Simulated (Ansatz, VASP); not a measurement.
**One calculation of Sb, two programs**

```xyz
1
Lattice="-1.8946 1.8946 1.8946 1.8946 -1.8946 1.8946 1.8946 1.8946 -1.8946" Properties=species:S:1:pos:R:3 pbc="T T T"
Sb    0.0000    0.0000    0.0000
```

Alike in both runs: task single point; functional PBE; k mesh 16 × 16 × 16; occupations gaussian, width 0.1 eV; no spin polarisation.

|  | VASP | Ansatz |
| --- | --- | --- |
| version | VASP 6.6.1 | Ansatz 0.2.0 |
| potentials or method | VASP PAW PBE potentials, release 64 (Sb) | scalar-relativistic, plane waves, PAW |
| plane-wave cutoff (eV) | 520 | 420 |
| valence electrons in the cell | 5 | 15 |

Ansatz gave:

```
gap on the k mesh at the Fermi level (eV) : none
pressure (GPa)                            : 0.1
```

Question: What did VASP give for the same quantities?

Answer: gap on the k mesh at the Fermi level (eV): none; pressure (GPa): 0.0.

A gap of «none» marks a metal or a gap that the smearing closes. The functional is the same, so the differences come from potentials, cutoffs and numerics. The two sets of potentials don't hold the same shells in valence.

The runs have no spin-orbit coupling, so splittings on Sb are missing.
